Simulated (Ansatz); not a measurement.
A 14-atom cell of Ge3N4 (P6_3/m) from a materials database, relaxed with r2SCAN in the plane-wave code Ansatz. Space group P6_3/m (No. 176), hexagonal; a = 8.044 Å, c = 3.080 Å in the conventional setting, 12.33 Å³ an atom. Ge has 4 N at 1.83–1.84 Å; N has 3 Ge at 1.83 Å; N has 3 Ge at 1.84 Å.

The axes x, y and z are those of this cell:
```xyz
14
Lattice="8.0439 0.0000 0.0000 -4.0220 6.9662 0.0000 0.0000 0.0000 3.0801" Properties=species:S:1:pos:R:3 pbc="T T T"
Ge    5.7206    1.6366    2.3100
Ge    1.4429    5.7725    0.7700
Ge    0.2557    2.8304    0.7700
Ge    3.7663    4.1359    2.3100
Ge    2.5790    1.1937    2.3100
Ge   -1.6986    5.3296    0.7700
N     4.0220    2.3221    2.3100
N     0.0000    4.6442    0.7700
N     1.4744    6.7726    2.3100
N     2.9158    4.6631    0.7700
N     6.6024    2.1095    0.7700
N    -2.5805    4.8568    2.3100
N     2.5476    0.1936    0.7700
N     1.1061    2.3031    2.3100
```

Unstrained: PBE gives a direct gap of 2.193 eV at Γ. With r2SCAN the gap is 2.666 eV and direct, at Γ. With HSE06 the gap is 3.701 eV and direct, at Γ. Meshes: PBE 6×6×8, r2SCAN 6×6×8, HSE06 3×3×6. Strains are changes of length per length. After each strain the atoms were relaxed again with r2SCAN in this cell and within any symmetry left, so distortions that break it or need a larger cell weren't tested; points keep the names that they have in the unstrained zone. (Simulation; spin polarisation is off.)

Question: Apply epitaxial +3.0 % in the xy plane, free normal strain -1.13 %. How far does the gap move, against the unstrained cell?

Answer: PBE: the gap goes from 2.193 to 1.434 eV (-0.759 eV). r2SCAN: the gap goes from 2.666 to 1.881 eV (-0.785 eV). HSE06: the gap goes from 3.701 to 2.895 eV (-0.806 eV). The r2SCAN energy rises by 29.5 meV an atom.

Question: Apply epitaxial +2.0 % in the xy plane, free normal strain -0.79 %. How far does the gap move, against the unstrained cell?

Answer: PBE: the gap goes from 2.193 to 1.709 eV (-0.484 eV). r2SCAN: the gap goes from 2.666 to 2.167 eV (-0.500 eV). HSE06: the gap goes from 3.701 to 3.189 eV (-0.512 eV). The r2SCAN energy rises by 13.3 meV an atom.

Question: For epitaxial +1.0 % in the xy plane, how far does the free direction move, and what happens to the gap?

Answer: The normal strain at zero normal stress is -0.42 %, 0.42 of the in-plane strain with the sign turned. PBE: the gap goes from 2.193 to 1.962 eV (-0.231 eV). r2SCAN: the gap goes from 2.666 to 2.429 eV (-0.238 eV). HSE06: the gap goes from 3.701 to 3.458 eV (-0.244 eV).

Question: For epitaxial -1.0 % in the xy plane, how far does the free direction move, and what happens to the gap?

Answer: The normal strain at zero normal stress is +0.48 %, 0.48 of the in-plane strain with the sign turned. PBE: the gap goes from 2.193 to 2.387 eV (+0.194 eV); least and direct gap lie within 0.04 eV, so its kind isn't settled. r2SCAN: the gap goes from 2.666 to 2.863 eV (+0.197 eV); least and direct gap lie within 0.04 eV, so its kind isn't settled. HSE06: the gap goes from 3.701 to 3.901 eV (+0.200 eV); least and direct gap lie within 0.04 eV, so its kind isn't settled.

Question: For epitaxial -2.0 % in the xy plane, how far does the free direction move, and what happens to the gap?

Answer: The normal strain at zero normal stress is +1.00 %, 0.50 of the in-plane strain with the sign turned. PBE: the gap goes from 2.193 to 2.509 eV (+0.316 eV); it turns from direct (Γ) to indirect (Γ–A (0.27) → Γ). r2SCAN: the gap goes from 2.666 to 2.985 eV (+0.318 eV). HSE06: the gap goes from 3.701 to 4.024 eV (+0.322 eV).

Question: For epitaxial -3.0 % in the xy plane, how far does the free direction move, and what happens to the gap?

Answer: The normal strain at zero normal stress is +1.59 %, 0.53 of the in-plane strain with the sign turned. PBE: the gap goes from 2.193 to 2.589 eV (+0.396 eV); it turns from direct (Γ) to indirect (Γ–A (0.29) → Γ). r2SCAN: the gap goes from 2.666 to 3.063 eV (+0.396 eV). HSE06: the gap goes from 3.701 to 4.100 eV (+0.398 eV).

The runs are scalar-relativistic, without spin-orbit coupling.

Where an edge lies off the special points, it is a point of the mesh or the k point where a search put PBE's edge or least direct gap, reused for the other functionals, whose own edges may lie a little apart.

The meshes of the hybrids are coarse, so their gaps aren't converged to the digits shown.
